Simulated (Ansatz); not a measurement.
# Ti: strong compression

The task here is to estimate one member of a computed series from the others.

Computed with Ansatz 0.2.0 (DFT PBE, with the methods named in each step, unless a step's input says otherwise).

## The starting structure

Symmetry: Pm-3m, No. 221, cubic system. The conventional cell has a = 2.658 Å, b = 2.658 Å, c = 2.658 Å, α = 90.00°, β = 90.00°, γ = 90.00°. Around Ti (site symmetry m-3m) lie 6 Ti at 2.66 Å.

Coordinates:

```cif
data_structure
_symmetry_space_group_name_H-M 'P 1'
_symmetry_Int_Tables_number 1
_cell_length_a 2.6585
_cell_length_b 2.6585
_cell_length_c 2.6585
_cell_angle_alpha 90.000
_cell_angle_beta 90.000
_cell_angle_gamma 90.000
_cell_volume 18.79
loop_
_atom_site_label
_atom_site_type_symbol
_atom_site_fract_x
_atom_site_fract_y
_atom_site_fract_z
_atom_site_occupancy
Ti1 Ti 0.00000 0.00000 0.00000 1
```

Whether this phase is the stable one at these pressures isn't tested.

The first run:

The input, input.yaml:

```yaml
crystal:
  lattice:
    - [2.6584757695, 0.0, 0.0]
    - [0.0, 2.6584757695, 0.0]
    - [0.0, 0.0, 2.6584757695]
  atoms:
    - { symbol: Ti, position: [0.0, 0.0, 0.0] }
kpoints:
  mp_grid: { grid: [14, 14, 14] }
scf:
  occupations: { method: fermi_dirac, width: 0.05 }
hamiltonian:
  xc: pbe
  pseudopotentials: { kind: paw }
output:
  forces: true
  stress: true
relax:
  f_tol: 0.005
  max_steps: 40
  cell: {}
```

Launch:

```console
$ ansatz run input.yaml --threads 1 --pin off --max-ram 2048MiB --backend cpu --events-out ev --progress --plain --runs-dir out
```

Steps of the session up to this table: Cell relaxed at zero pressure, PAW; Volume scaled by 1, PAW; Volume scaled by 1, PAW (source ansatz); Volume scaled by 0.9, PAW; Volume scaled by 0.8, PAW; Volume scaled by 0.8, PAW (source ansatz); Volume scaled by 0.7, PAW; Volume scaled by 0.6, PAW; Volume scaled by 0.5, PAW; Volume scaled by 0.4, PAW; Volume scaled by 0.4, PAW (cutoff 250 eV).

One of the session's tables, all rows but one given; the rest of the session is left out.

```
             method  volume over the first  volume (Å³/atom)  pressure (GPa)
                PAW                      1            18.382            0.01
                PAW                    0.9                 ?               ?
                PAW                    0.8            14.705           25.77
                PAW                    0.7            12.867           51.91
                PAW                    0.6            11.029           95.35
                PAW                    0.5             9.191          182.82
                PAW                    0.4             7.353          384.66
PAW (cutoff 250 eV)                    0.4             7.353          376.47
PAW (source ansatz)                      1            18.382           -0.02
PAW (source ansatz)                    0.8            14.705           25.74
```

**Question.** Estimate the row for PAW, 0.9.

The run gave: volume (Å³/atom): 16.544; pressure (GPa): 9.95. In the column «volume (Å³/atom)» it lies between PAW (source ansatz), 0.8 (14.705) and PAW, 1 (18.382).

Caveats from the session: A fit over so wide a range leans to the high pressures, so B₀ can be off by several per cent. Warnings in the runs' records: cutoff below recommended.
